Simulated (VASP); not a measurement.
A run of VASP 6.6.1 is set up as follows.

Contents of INCAR:

```
SYSTEM = ZrS
  PREC = Accurate
  ENCUT = 520
  EDIFF = 1E-7
  ISMEAR = 0
  SIGMA = 0.15
  LREAL = .False.
  LASPH = .True.
  NELM = 100
  ALGO = Fast
  ISIF = 2
  LWAVE = .False.
  LCHARG = .True.
  GGA = PS
  LELF = .True.
  LVHAR = .True.
  NBANDS = 16
```

File KPOINTS:

```
regular mesh
0
Gamma
  16 16 16
  0 0 0
```

The input POSCAR:

```
ZrS
1.0
    0.0000000000      2.6250000000      2.6250000000
    2.6250000000      0.0000000000      2.6250000000
    2.6250000000      2.6250000000      0.0000000000
Zr S
1 1
Direct
   -0.0142857143     -0.0142857143      0.0142857143
    0.5000000000      0.5000000000      0.5000000000
```

Potentials or basis: VASP PAW PBE potentials, release 64 (Zr_sv, S).

Command:

```sh
$ cat potpaw_PBE.64/Zr_sv/POTCAR potpaw_PBE.64/S/POTCAR > POTCAR
$ mpirun -np 1 vasp_std > vasp.out
```

Task: What does it give for the pressure?

Result: -5.9 GPa.

Task: Predict the band gap on the k mesh.

Result: None (metal or under the smearing width).

Task: Estimate the largest force.

Result: 0.345 eV/Å.

Forces in eV/Å, atoms in the order of the input:
```
Zr   0.000  0.000  0.345
S    0.000  0.000 -0.345
```

Caveat: the PAW data sets were made with another functional, which shifts forces and pressure a little.
